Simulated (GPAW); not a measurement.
Crystal: Nb.

```xyz
1
Lattice="-1.6640 1.6640 1.6640 1.6640 -1.6640 1.6640 1.6640 1.6640 -1.6640" Properties=species:S:1:pos:R:3 pbc="T T T"
Nb    0.0000    0.0000    0.0000
```

Base run:

* Program: GPAW 26.7.0
* Functional: r2SCAN
* Potentials or basis: GPAW PAW data sets (gpaw-data 1.2.1)
* Cutoff: 500 eV
* Basis: pw
* k mesh: 9 × 9 × 9
* Occupations: fermi-dirac, width 0.05 eV
* Spin: no spin polarisation

Its results: band gap on the k mesh none (metal or under the smearing width); pressure -4.2 GPa.

Problem. The run is repeated on the same cell with these changes: functional from r2SCAN to PBE; cutoff from 500 eV to 450 eV. What comes out?

Solution. Band gap on the k mesh none (metal or under the smearing width); pressure -3.8 GPa.

Caveats: the cutoff is short for stress and forces, so pressures can be off by a GPa or more; the PAW data sets were made with another functional, which shifts forces and pressure a little (some runs).
